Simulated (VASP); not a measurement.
## A VASP 6.6.1 relaxation on SnO

INCAR

```
NELM = 120
PREC = Accurate
NBANDS = 17
LWAVE = .FALSE.
ISIF = 3
EDIFF = 1E-7
IBRION = 2
LASPH = .TRUE.
EDIFFG = -5E-3
SIGMA = 0.02
GGA = PE
LREAL = .FALSE.
NSW = 40
ISMEAR = -1
PSTRESS = -30
LCHARG = .FALSE.
ENCUT = 600
```

KPOINTS

```
KPOINTS created by Atomic Simulation Environment
0
Gamma
10 10 10
0 0 0
```

POSCAR

```
Sn O
 1.0000000000000000
     0.0000000000000000    2.2133299919999998    2.2133299919999998
     2.2133299919999998    0.0000000000000000    2.2133299919999998
     2.2133299919999998    2.2133299919999998    0.0000000000000000
 Sn  O
   1   1
Cartesian
  0.0000000000000000  0.0000000000000000  0.0000000000000000
  1.1066649959999999  1.1066649959999999  1.1066649959999999
```

The recommended PBE PAW datasets give the neutral cell 20 valence electrons.

Command

```
mpirun -np 1 vasp_std
```

OSZICAR

```
N       E                     dE             d eps       ncg     rms          rms(c)
DAV:   1     0.158203285445E+03    0.15820E+03   -0.11386E+04  1712   0.219E+03
DAV:   2     0.413766424142E+01   -0.15407E+03   -0.14663E+03  1751   0.438E+02
DAV:   3    -0.747362565701E+01   -0.11611E+02   -0.11538E+02  1841   0.104E+02
DAV:   4    -0.767164808068E+01   -0.19802E+00   -0.19794E+00  1969   0.136E+01
DAV:   5    -0.767566150007E+01   -0.40134E-02   -0.40132E-02  2085   0.189E+00    0.107E+01
DAV:   6    -0.568068995607E+01    0.19950E+01   -0.72984E+00  2413   0.423E+01    0.448E+00
DAV:   7    -0.568762050687E+01   -0.69306E-02   -0.47720E-01  1763   0.602E+00    0.213E+00
DAV:   8    -0.566986323687E+01    0.17757E-01   -0.40221E-02  2050   0.238E+00    0.456E-01
DAV:   9    -0.566675815713E+01    0.31051E-02   -0.87622E-03  2515   0.180E+00    0.606E-02
DAV:  10    -0.566678950234E+01   -0.31345E-04   -0.67011E-04  1796   0.239E-01    0.184E-02
...
DAV:   1    -0.103498956793E+02   -0.77108E-04   -0.44614E-02  2031   0.325E+00    0.339E-01
DAV:   2    -0.103481193489E+02    0.17763E-02   -0.13875E-02  1778   0.919E-01    0.171E-01
DAV:   3    -0.103474753250E+02    0.64402E-03   -0.29697E-03  2391   0.494E-01    0.701E-02
DAV:   4    -0.103473354218E+02    0.13990E-03   -0.42562E-04  1976   0.330E-01    0.119E-02
DAV:   5    -0.103473290091E+02    0.64126E-05   -0.24721E-05  1798   0.525E-02    0.530E-03
DAV:   6    -0.103473242020E+02    0.48071E-05   -0.27448E-06  1892   0.167E-02    0.188E-03
DAV:   7    -0.103473232209E+02    0.98117E-06   -0.39286E-07  2019   0.588E-03    0.933E-04
DAV:   8    -0.103473233982E+02   -0.17730E-06   -0.28917E-08   815   0.117E-03    0.146E-04
DAV:   9    -0.103473234311E+02   -0.32906E-07   -0.74076E-09   802   0.713E-04
  19 F= -.11116753E+02 E0= -.11116449E+02  d E =-.391788E-03
```

From OUTCAR

```
k-points           NKPTS =     47   k-points in BZ     NKDIM =     47   number of bands    NBANDS=     17

   NELECT =      20.0000    total number of electrons

   dimension x,y,z NGX =    28 NGY =   28 NGZ =   28
   dimension x,y,z NGXF=    56 NGYF=   56 NGZF=   56

  energy-cutoff  :      600.00
  volume of cell :       41.09
      direct lattice vectors                 reciprocal lattice vectors
     0.000000000  2.738899200  2.738899200    -0.182555094  0.182555094  0.182555094
     2.738899200 -0.000000000  2.738899200     0.182555094 -0.182555094  0.182555094
     2.738899200  2.738899200 -0.000000000     0.182555094  0.182555094 -0.182555094

 k-points in reciprocal lattice and weights: KPOINTS created by Atomic Simulation Env
   0.00000000  0.00000000  0.00000000       0.001
   0.10000000  0.00000000  0.00000000       0.008
   0.20000000  0.00000000  0.00000000       0.008
   0.30000000  0.00000000  0.00000000       0.008
   0.40000000  0.00000000  0.00000000       0.008
   0.50000000  0.00000000  0.00000000       0.004
   0.10000000  0.10000000  0.00000000       0.006
   0.20000000  0.10000000  0.00000000       0.024
   ...

 E-fermi :   5.6593

 k-point     1 :       0.0000    0.0000    0.0000
  band No.  band energies     occupation
      1     -15.9838      2.00000
      2     -15.9838      2.00000
      3     -15.9838      2.00000
      4     -15.9460      2.00000
      5     -15.9460      2.00000
      6     -12.9700      2.00000
      7      -0.5430      2.00000
      8       2.2339      2.00000
      9       2.2339      2.00000
     10       2.2339      2.00000
     11      10.1101      0.00000
     12      10.1101      0.00000
     13      10.1101      0.00000
     14      14.5541      0.00000
     15      17.1150      0.00000
     16      17.1150      0.00000
     17      17.1150      0.00000

 k-point     2 :       0.1000    0.0000    0.0000
  band No.  band energies     occupation
      1     -15.9940      2.00000
      2     -15.9812      2.00000
      3     -15.9812      2.00000
      4     -15.9459      2.00000
      5     -15.9459      2.00000
      6     -12.9210      2.00000
      7      -0.7206      2.00000
      8       2.1910      2.00000
      9       2.1910      2.00000
     10       2.4013      2.00000
     11       9.5397      0.00000
     12      10.1581      0.00000
     13      10.1581      0.00000
     14      15.1530      0.00000
     15      16.6297      0.00000
     16      16.6913      0.00000
     17      16.6913      0.00000

 k-point     3 :       0.2000    0.0000    0.0000
  band No.  band energies     occupation
      1     -16.0201      2.00000
      2     -15.9757      2.00000
      3     -15.9757      2.00000
      4     -15.9439      2.00000
      5     -15.9439      2.00000
      6     -12.7881      2.00000
      7      -1.1326      2.00000
      8       2.0851      2.00000
      9       2.0851      2.00000
     10       2.7679      2.00000
     11       8.5728      0.00000
     12      10.2497      0.00000
     13      10.2497      0.00000
     14      15.0423      0.00000
     15      16.2588      0.00000
     16      16.2588      0.00000
     17      17.4392      0.00000

 ...

  Total       -0.7733928     -0.7733928     -0.7733928      0.0000000     -0.0000000     -0.0000000
  in kB      -30.1545307    -30.1545307    -30.1545307      0.0000000     -0.0000000     -0.0000000
  external PRESSURE =      -0.1545307 kB  Pullay stress =     -30.0000000 kB

 POSITION                                       TOTAL-FORCE (eV/Angst)
 -----------------------------------------------------------------------------------
      0.00000      0.00000      0.00000         0.000000      0.000000      0.000000
      1.36945      1.36945      1.36945        -0.000000     -0.000000     -0.000000
 -----------------------------------------------------------------------------------
    total drift:                               -0.000000     -0.000000     -0.000000

  FREE ENERGIE OF THE ION-ELECTRON SYSTEM (eV)
  ---------------------------------------------------
  free  energy   TOTEN  =       -10.3473234311 eV

  energy  without entropy=      -10.3467154697  energy(sigma->0) =      -10.34701945
```

```json
{"ionic step": "1", "ΔH (meV/atom)": "0.0", "volume (Å³)": "21.69", "largest force (eV/Å)": "0.000", "pressure (GPa)": "140.80", "electronic steps": "13"}
{"ionic step": "2", "ΔH (meV/atom)": "-1202.9", "volume (Å³)": "68.81", "largest force (eV/Å)": "0.000", "pressure (GPa)": "-27.19", "electronic steps": "15"}
{"ionic step": "3", "ΔH (meV/atom)": "-2521.8", "volume (Å³)": "41.28", "largest force (eV/Å)": "0.000", "pressure (GPa)": "-3.34", "electronic steps": "14"}
{"ionic step": "4", "ΔH (meV/atom)": "-2521.7", "volume (Å³)": "40.81", "largest force (eV/Å)": "0.000", "pressure (GPa)": "-2.51", "electronic steps": "9"}
{"ionic step": "5", "ΔH (meV/atom)": "-2521.8", "volume (Å³)": "40.81", "largest force (eV/Å)": "0.000", "pressure (GPa)": "-2.52", "electronic steps": "4"}
{"ionic step": "6", "ΔH (meV/atom)": "-2521.8", "volume (Å³)": "40.82", "largest force (eV/Å)": "0.000", "pressure (GPa)": "-2.52", "electronic steps": "7"}
{"ionic step": "7", "ΔH (meV/atom)": "-2521.8", "volume (Å³)": "40.82", "largest force (eV/Å)": "0.000", "pressure (GPa)": "-2.53", "electronic steps": "2"}
{"ionic step": "13", "ΔH (meV/atom)": "-2521.8", "volume (Å³)": "40.82", "largest force (eV/Å)": "0.000", "pressure (GPa)": "-2.54", "electronic steps": "4"}
{"ionic step": "14", "ΔH (meV/atom)": "-2521.8", "volume (Å³)": "40.82", "largest force (eV/Å)": "0.000", "pressure (GPa)": "-2.55", "electronic steps": "5"}
{"ionic step": "15", "ΔH (meV/atom)": "-2521.8", "volume (Å³)": "40.83", "largest force (eV/Å)": "0.000", "pressure (GPa)": "-2.55", "electronic steps": "7"}
{"ionic step": "16", "ΔH (meV/atom)": "-2521.8", "volume (Å³)": "40.85", "largest force (eV/Å)": "0.000", "pressure (GPa)": "-2.59", "electronic steps": "8"}
{"ionic step": "17", "ΔH (meV/atom)": "-2521.8", "volume (Å³)": "40.89", "largest force (eV/Å)": "0.000", "pressure (GPa)": "-2.65", "electronic steps": "8"}
{"ionic step": "18", "ΔH (meV/atom)": "-2521.9", "volume (Å³)": "40.95", "largest force (eV/Å)": "0.000", "pressure (GPa)": "-2.77", "electronic steps": "9"}
{"ionic step": "19", "ΔH (meV/atom)": "-2522.0", "volume (Å³)": "41.09", "largest force (eV/Å)": "0.000", "pressure (GPa)": "-3.02", "electronic steps": "9"}
```

It converged. Results: relaxed cell vector lengths 3.873, 3.873, 3.873 Å; relaxed cell volume 41.09 Å³.

 The volume moved far on the plane waves of the start cell, so a restart from CONTCAR is due.

For comparison, a separate PBE relaxation on usual settings, not on those above, ends at 41.06 Å³.

The run above took about 97 s on one core of a shared host (Intel Xeon 6975P-C) and held 0.17 GiB at most.
